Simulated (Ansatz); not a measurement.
## Random displacements in Ti3Al

Level of theory: DFT PBE, scalar-relativistic, plane waves, PAW (Ansatz 0.2.0). Settings: plane waves to 420 eV, k-mesh 12×12×8 (Γ-centred), Gaussian smearing 0.15 eV. No spin polarisation. Energies are free energies at this smearing, counted from the undisturbed cell; pressure is positive in compression.

Reference structure (relaxed at this level; it needn't be the usual structure):

```xyz
8
Lattice="5.7553 0.0000 0.0000 -2.8777 4.9843 0.0000 0.0000 0.0000 4.6541" Properties=species:S:1:pos:R:3 pbc="T T T"
Ti    4.2896    0.8463    1.1635
Ti    1.4119    4.1380    3.4906
Ti    2.8777    3.2917    1.1635
Ti   -1.4119    4.1380    3.4906
Ti    1.4658    0.8463    1.1635
Ti    0.0000    1.6925    3.4906
Al    0.0000    3.3228    1.1635
Al    2.8777    1.6614    3.4906
```

After a displacement of all atoms with no net shift, the run gives ΔE = 7.8 meV/atom; stress (xx, yy, zz, yz, xz, xy; compression positive) (0.08, 0.37, 0.25, -0.29, 0.10, -0.46) GPa.

| atom | Fx (eV/Å) | Fy | Fz |
| --- | --- | --- | --- |
| Ti1 | 0.127 | 0.111 | 0.044 |
| Ti2 | 0.242 | -0.364 | -0.140 |
| Ti3 | 0.239 | 0.314 | -0.008 |
| Ti4 | -0.354 | -0.156 | 0.029 |
| Ti5 | 0.105 | -0.422 | -0.293 |
| Ti6 | -0.140 | 0.113 | 0.375 |
| Al7 | -0.390 | 0.120 | -0.130 |
| Al8 | 0.170 | 0.285 | 0.123 |

**Question.** Which displacements (Å, in the unstrained cell) and strain were applied?

**Answer.**
| atom | ux | uy | uz |
| --- | --- | --- | --- |
| Ti1 | -0.03 | -0.01 | -0.01 |
| Ti2 | -0.01 | 0.04 | 0.02 |
| Ti3 | -0.02 | -0.03 | 0.01 |
| Ti4 | 0.04 | 0.01 | 0.01 |
| Ti5 | -0.02 | 0.02 | 0.03 |
| Ti6 | 0.01 | -0.01 | -0.05 |
| Al7 | 0.04 | -0.02 | 0.01 |
| Al8 | -0.02 | -0.02 | -0.01 |
The cell is not strained.

Cost: 1 run of about 3.7 core-minutes, on Oxide Virtual Turin-like Processor (Zen 5) (shared hosts).